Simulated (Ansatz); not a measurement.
ZrO$_{2}$:
```
CELL_PARAMETERS angstrom
      5.15335     0.00000     0.00000
      0.00000     5.22526     0.00000
     -0.87094     0.00000     5.25981
ATOMIC_POSITIONS crystal
  Zr 0.72390 0.95783 0.79016
  Zr 0.27610 0.04217 0.20984
  Zr 0.27610 0.45783 0.70984
  Zr 0.72390 0.54217 0.29016
  O  0.06877 0.16727 0.84480
  O  0.93123 0.83273 0.15520
  O  0.93123 0.66727 0.65520
  O  0.06877 0.33273 0.34480
  O  0.55028 0.25726 0.02234
  O  0.44972 0.74274 0.97766
  O  0.44972 0.75726 0.47766
  O  0.55028 0.24274 0.52234
```

Relaxed with r²SCAN. Special points in fractions of this cell's reciprocal vectors: Γ (0.000, 0.000, 0.000); Z (0.000, 0.500, 0.000); D (0.000, 0.500, 0.500); B (0.000, 0.000, 0.500); A (-0.500, 0.000, 0.500); E (-0.500, 0.500, 0.500); C2 (-0.500, 0.500, 0.000); Y2 (-0.500, 0.000, 0.000).

### Question
List the band energies nearest the valence-band maximum at these points for the program Ansatz at the r²SCAN level (PAW).

### Answer
In eV from the valence-band maximum; about four levels below and three above (degenerate sets whole), none deeper than 8.9 eV; points with the same levels are listed once.

| k | below | above |
|---|---|---|
| Γ | -0.61 -0.52 -0.19 0.00 | 4.53 4.90 5.17 |
| Z | -0.82 -0.82 -0.42 -0.42 | 5.04 5.04 5.42 5.42 |
| D | -0.89 -0.89 -0.64 -0.64 | 4.88 4.88 5.03 5.03 |
| B | -0.75 -0.75 -0.46 -0.46 | 4.75 4.75 5.05 5.05 |
| A | -0.91 -0.91 -0.46 -0.46 | 4.35 4.35 5.43 5.43 |
| E | -1.01 -1.01 -0.68 -0.68 | 4.61 4.61 5.15 5.15 |
| C2 | -0.92 -0.92 -0.57 -0.57 | 4.80 4.80 5.14 5.14 |
| Y2 | -0.71 -0.56 -0.41 -0.07 | 4.16 5.06 5.15 |

Space group P2_1/c. The cell was relaxed with r²SCAN under the symmetry of its start. The run is not spin-polarised. Scalar-relativistic: spin–orbit coupling is off unless named, which matters more the heavier the elements.

Potentials: the earlier of the program's two PAW sets. The files were generated under PBE; for other functionals the program regenerates the frozen cores, and for LDA and PBEsol the local potential too.
